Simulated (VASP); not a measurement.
# Blue phosphorene and its bilayer, part 4 of 8

Aim: relax blue phosphorene, place its levels against the vacuum, then find how two sheets stack and bind.

VASP 6.6.1; r2SCAN with rVV10; plane waves and PAW (P).

So far. Step 3 (A second relaxation): The start already met the threshold, so nothing moved. Step 4 (Vacuum level and density of states): The vacuum level lies 6.43 eV above the highest filled level at the upper face; both faces agree, as the slab has next to no dipole.

### Step 5. The slab in a field, field -0.1

A field across the slab, with the atoms held, gives the electronic response: the dipole changes linearly with the field, and the energy has a linear term from the slab's own dipole and a quadratic one from its polarisability.

The input, INCAR:

```
SYSTEM = P
PREC = Normal
ENCUT = 350
EDIFF = 1E-06
NELM = 120
ISMEAR = 0
SIGMA = 0.03
LREAL = .FALSE.
ALGO = Normal
METAGGA = R2SCAN
LUSE_VDW = .TRUE.
IVDW_NL = 2
BPARAM = 11.95
CPARAM = 0.0093
LASPH = .TRUE.
NBANDS = 11
LORBIT = 11
LWAVE = .FALSE.
LCHARG = .FALSE.
KPAR = 4
IDIPOL = 3
LDIPOL = .TRUE.
DIPOL = 0.5 0.5 0.5
EFIELD = -0.1
```

The input, POSCAR:

```
P
1.0
    3.2597576605      0.0000000000      0.0000000000
   -1.6298788303      2.8230329442      0.0000000000
    0.0000000000      0.0000000000     22.0000000000
P
2
Direct
    0.3333333333      0.6666666667      0.4722987934
    0.6666666667      0.3333333333      0.5277012066
```

The input, KPOINTS:

```
Automatic mesh
0
Gamma
12 12 1
0 0 0
```

PAW data sets: P (PBE family, release 64).

Run with:

```sh
> mpirun -np 4 vasp_std
```

What it wrote:

```text
[... set-up lines as in an earlier step ...]
 entering main loop
       N       E                     dE             d eps       ncg     rms          rms(c)
Total rVV10 correction in eV:      0.2946369    11.6131550
Total rVV10 correction in eV:      0.2946369    11.6131550
Total rVV10 correction in eV:      0.2946369    11.6131550
Total rVV10 correction in eV:      0.2946369    11.6131550
DAV:   1     0.443093547340E+02    0.44309E+02   -0.25908E+03   418   0.445E+02
DAV:   2    -0.146691276706E+02   -0.58978E+02   -0.53070E+02   646   0.102E+02
DAV:   3    -0.194356141460E+02   -0.47665E+01   -0.47518E+01   580   0.362E+01
DAV:   4    -0.194953565629E+02   -0.59742E-01   -0.59694E-01   588   0.487E+00
DAV:   5    -0.194964689692E+02   -0.11124E-02   -0.11124E-02   623   0.554E-01    0.791E+00
Total rVV10 correction in eV:      0.2976309    11.6142216
Total rVV10 correction in eV:      0.2976309    11.6142216
Total rVV10 correction in eV:      0.2976309    11.6142216
Total rVV10 correction in eV:      0.2976309    11.6142216
DAV:   6    -0.175447074120E+02    0.19518E+01   -0.21541E-01   535   0.316E+00    0.526E+00
Total rVV10 correction in eV:      0.3063394    11.6139344
Total rVV10 correction in eV:      0.3063394    11.6139344
Total rVV10 correction in eV:      0.3063394    11.6139344
Total rVV10 correction in eV:      0.3063394    11.6139344
DAV:   7    -0.175479604121E+02   -0.32530E-02   -0.11072E-01   546   0.206E+00    0.620E-01
Total rVV10 correction in eV:      0.3056582    11.6137798
Total rVV10 correction in eV:      0.3056582    11.6137798
Total rVV10 correction in eV:      0.3056582    11.6137798
Total rVV10 correction in eV:      0.3056582    11.6137798
DAV:   8    -0.175464398134E+02    0.15206E-02   -0.56097E-03   503   0.497E-01    0.152E-01
Total rVV10 correction in eV:      0.3059654    11.6137290
Total rVV10 correction in eV:      0.3059654    11.6137290
Total rVV10 correction in eV:      0.3059654    11.6137290
Total rVV10 correction in eV:      0.3059654    11.6137290
DAV:   9    -0.175468340780E+02   -0.39426E-03   -0.47716E-04   584   0.152E-01    0.124E-01
Total rVV10 correction in eV:      0.3060849    11.6136548
Total rVV10 correction in eV:      0.3060849    11.6136548
Total rVV10 correction in eV:      0.3060849    11.6136548
Total rVV10 correction in eV:      0.3060849    11.6136548
DAV:  10    -0.175471513848E+02   -0.31731E-03   -0.28943E-04   525   0.109E-01    0.554E-02
Total rVV10 correction in eV:      0.3064437    11.6135792
Total rVV10 correction in eV:      0.3064437    11.6135792
Total rVV10 correction in eV:      0.3064437    11.6135792
Total rVV10 correction in eV:      0.3064437    11.6135792
DAV:  11    -0.175473768785E+02   -0.22549E-03   -0.11233E-04   493   0.802E-02    0.155E-02
Total rVV10 correction in eV:      0.3065308    11.6135168
Total rVV10 correction in eV:      0.3065308    11.6135168
Total rVV10 correction in eV:      0.3065308    11.6135168
Total rVV10 correction in eV:      0.3065308    11.6135168
DAV:  12    -0.175474648783E+02   -0.88000E-04   -0.97624E-06   556   0.200E-02    0.683E-03
Total rVV10 correction in eV:      0.3067002    11.6134102
Total rVV10 correction in eV:      0.3067002    11.6134102
Total rVV10 correction in eV:      0.3067002    11.6134102
Total rVV10 correction in eV:      0.3067002    11.6134102
DAV:  13    -0.175475974109E+02   -0.13253E-03   -0.28802E-05   541   0.323E-02    0.287E-03
Total rVV10 correction in eV:      0.3067634    11.6133315
Total rVV10 correction in eV:      0.3067634    11.6133315
Total rVV10 correction in eV:      0.3067634    11.6133315
Total rVV10 correction in eV:      0.3067634    11.6133315
DAV:  14    -0.175476698931E+02   -0.72482E-04   -0.50013E-06   634   0.119E-02    0.190E-03
Total rVV10 correction in eV:      0.3068181    11.6132302
Total rVV10 correction in eV:      0.3068181    11.6132302
Total rVV10 correction in eV:      0.3068181    11.6132302
Total rVV10 correction in eV:      0.3068181    11.6132302
DAV:  15    -0.175477504519E+02   -0.80559E-04   -0.82872E-06   589   0.135E-02    0.372E-03
Total rVV10 correction in eV:      0.3068210    11.6131997
Total rVV10 correction in eV:      0.3068210    11.6131997
Total rVV10 correction in eV:      0.3068210    11.6131997
Total rVV10 correction in eV:      0.3068210    11.6131997
DAV:  16    -0.175477703583E+02   -0.19906E-04   -0.11703E-06   638   0.522E-03    0.167E-03
Total rVV10 correction in eV:      0.3068121    11.6131629
Total rVV10 correction in eV:      0.3068121    11.6131629
Total rVV10 correction in eV:      0.3068121    11.6131629
Total rVV10 correction in eV:      0.3068121    11.6131629
DAV:  17    -0.175477882652E+02   -0.17907E-04   -0.18497E-06   547   0.695E-03    0.765E-04
Total rVV10 correction in eV:      0.3068091    11.6131526
Total rVV10 correction in eV:      0.3068091    11.6131526
Total rVV10 correction in eV:      0.3068091    11.6131526
Total rVV10 correction in eV:      0.3068091    11.6131526
DAV:  18    -0.175477918905E+02   -0.36252E-05   -0.16915E-07   624   0.299E-03    0.581E-04
Total rVV10 correction in eV:      0.3068072    11.6131457
Total rVV10 correction in eV:      0.3068072    11.6131457
Total rVV10 correction in eV:      0.3068072    11.6131457
Total rVV10 correction in eV:      0.3068072    11.6131457
DAV:  19    -0.175477937920E+02   -0.19015E-05   -0.96661E-08   485   0.244E-03    0.159E-04
Total rVV10 correction in eV:      0.3068067    11.6131435
Total rVV10 correction in eV:      0.3068067    11.6131435
Total rVV10 correction in eV:      0.3068067    11.6131435
Total rVV10 correction in eV:      0.3068067    11.6131435
DAV:  20    -0.175477945045E+02   -0.71255E-06   -0.54486E-08   466   0.211E-03
Total rVV10 correction in eV:      0.3068070    11.6131414
Total rVV10 correction in eV:      0.3068070    11.6131414
Total rVV10 correction in eV:      0.3068070    11.6131414
Total rVV10 correction in eV:      0.3068070    11.6131414
Total rVV10 correction in eV:      0.3068069    11.6131424
Total rVV10 correction in eV:      0.3068069    11.6131424
Total rVV10 correction in eV:      0.3068069    11.6131424
Total rVV10 correction in eV:      0.3068069    11.6131424
   1 F= -.17547795E+02 E0= -.17547795E+02  d E =-.223688E-12
```

Elapsed: 35 s, on 4 MPI ranks of Intel Xeon 6975P-C (Granite Rapids), shared host; peak memory 1.1 GiB.

OUTCAR, selected parts (step 5):

```text
   NELECT =      10.0000    total number of electrons

 dipolmoment           0.000000      0.000000     -0.018856 electrons x Angstroem

 E-fermi :  -4.1221

 k-point     1 :       0.0000    0.0000    0.0000
  band No.  band energies     occupation
      1     -19.3045      2.00000
      2     -10.9316      2.00000
      3      -4.6861      2.00000
      4      -4.5248      2.00000
      5      -4.5247      2.00000
      6      -0.0945      0.00000
      7      -0.0945      0.00000
      8       0.0984      0.00000
      9       1.5377      0.00000
     10       2.0384      0.00000
    ...

  Total       -0.0112536     -0.0112536     -0.0062222      0.0000000     -0.0000000      0.0000000
  in kB       -0.0890592     -0.0890592     -0.0492418      0.0000000     -0.0000000      0.0000000
  external PRESSURE =      -0.0757867 kB  Pullay stress =       0.0000000 kB

 POSITION                                       TOTAL-FORCE (eV/Angst)
 -----------------------------------------------------------------------------------
     -0.00000      1.88202     10.39057         0.000000     -0.000000     -0.008235
      1.62988      0.94101     11.60943        -0.000000      0.000000      0.008235
 -----------------------------------------------------------------------------------
    total drift:                                0.000003      0.000001     -0.000013

  FREE ENERGIE OF THE ION-ELECTRON SYSTEM (eV)
  ---------------------------------------------------
  free  energy   TOTEN  =       -17.5477945045 eV

  energy  without entropy=      -17.5477945045  energy(sigma->0) =      -17.54779450

 vacuum level on the upper side and lower side of the slab         3.069         1.326

[... 8 parts as in an earlier step ...]

[... 9 further parts left out ...]
```

This step gave:

```yaml
electronic_cycles: 20
fermi_energy: -4.122 eV
dipole_moment: 0, 0, -0.01886 e·Å
```

Energy at zero smearing: -17.54779 eV.

### Step 6. The slab in a field, field 0.1

Edit INCAR of step 5 so:

```diff
@@ -23,2 +23,2 @@
 DIPOL = 0.5 0.5 0.5
-EFIELD = -0.1
+EFIELD = 0.1
```

POSCAR is that of step 5.

KPOINTS is that of step 5.

Run with:

```sh
> mpirun -np 4 vasp_std
```

What it wrote:

```text
[... set-up lines as in an earlier step ...]
 entering main loop
       N       E                     dE             d eps       ncg     rms          rms(c)
Total rVV10 correction in eV:      0.2946369    11.6131550
Total rVV10 correction in eV:      0.2946369    11.6131550
Total rVV10 correction in eV:      0.2946369    11.6131550
Total rVV10 correction in eV:      0.2946369    11.6131550
DAV:   1     0.444111946829E+02    0.44411E+02   -0.25888E+03   418   0.445E+02
DAV:   2    -0.146591759503E+02   -0.59070E+02   -0.53314E+02   639   0.102E+02
DAV:   3    -0.194526150967E+02   -0.47934E+01   -0.47816E+01   629   0.363E+01
DAV:   4    -0.194960513186E+02   -0.43436E-01   -0.43415E-01   621   0.407E+00
DAV:   5    -0.194964730627E+02   -0.42174E-03   -0.42173E-03   611   0.357E-01    0.791E+00
Total rVV10 correction in eV:      0.2976308    11.6142218
Total rVV10 correction in eV:      0.2976308    11.6142218
Total rVV10 correction in eV:      0.2976308    11.6142218
Total rVV10 correction in eV:      0.2976308    11.6142218
[...]
Total rVV10 correction in eV:      0.3068092    11.6131529
DAV:  18    -0.175477916531E+02   -0.36759E-05   -0.16934E-07   624   0.291E-03    0.626E-04
Total rVV10 correction in eV:      0.3068072    11.6131458
Total rVV10 correction in eV:      0.3068072    11.6131458
Total rVV10 correction in eV:      0.3068072    11.6131458
Total rVV10 correction in eV:      0.3068072    11.6131458
DAV:  19    -0.175477938367E+02   -0.21836E-05   -0.10354E-07   491   0.254E-03    0.160E-04
Total rVV10 correction in eV:      0.3068067    11.6131435
Total rVV10 correction in eV:      0.3068067    11.6131435
Total rVV10 correction in eV:      0.3068067    11.6131435
Total rVV10 correction in eV:      0.3068067    11.6131435
DAV:  20    -0.175477945051E+02   -0.66839E-06   -0.57138E-08   466   0.214E-03
Total rVV10 correction in eV:      0.3068070    11.6131414
Total rVV10 correction in eV:      0.3068070    11.6131414
Total rVV10 correction in eV:      0.3068070    11.6131414
Total rVV10 correction in eV:      0.3068070    11.6131414
Total rVV10 correction in eV:      0.3068069    11.6131424
Total rVV10 correction in eV:      0.3068069    11.6131424
Total rVV10 correction in eV:      0.3068069    11.6131424
Total rVV10 correction in eV:      0.3068069    11.6131424
   1 F= -.17547795E+02 E0= -.17547795E+02  d E =-.220106E-12
```

It took 35 s on 4 MPI ranks; peak memory 1.1 GiB; 2.3 min of CPU time.

From OUTCAR (step 6):

```text
  Total       -0.0112546     -0.0112546     -0.0062219      0.0000000      0.0000000     -0.0000000
  in kB       -0.0890667     -0.0890667     -0.0492390      0.0000000      0.0000000     -0.0000000
  external PRESSURE =      -0.0757908 kB  Pullay stress =       0.0000000 kB

 POSITION                                       TOTAL-FORCE (eV/Angst)
 -----------------------------------------------------------------------------------
     -0.00000      1.88202     10.39057         0.000000      0.000000     -0.008234
      1.62988      0.94101     11.60943        -0.000000      0.000000      0.008234
 -----------------------------------------------------------------------------------
    total drift:                               -0.000003     -0.000001      0.000014

  FREE ENERGIE OF THE ION-ELECTRON SYSTEM (eV)
  ---------------------------------------------------
  free  energy   TOTEN  =       -17.5477945051 eV

  energy  without entropy=      -17.5477945051  energy(sigma->0) =      -17.54779451

[... 2 parts as in an earlier step ...]

[... 1 further part left out ...]
[key lines of the parts left out:]
E-fermi :  -4.1220
```

Numbers from this step:

```yaml
dipole_moment: 0, 0, 0.01886 e·Å
```

Energy at zero smearing: -17.54779 eV.

(Continued in part 5 of 8.)

[Lines on the potential files, build, host, timing and source positions are cut from VASP's logs without a mark.]

[Logs are printed without paths, hosts, clocks, repeated set-up lines and the standing remarks that a program may print on its own settings, such as how far it seeks lower states.]

[Hosts, paths, dates, database ids (printed as entryN), source tags and the programs' standing remarks are cut or masked in the printed files.]

[Runs that stopped without an error message from VASP are left out.]
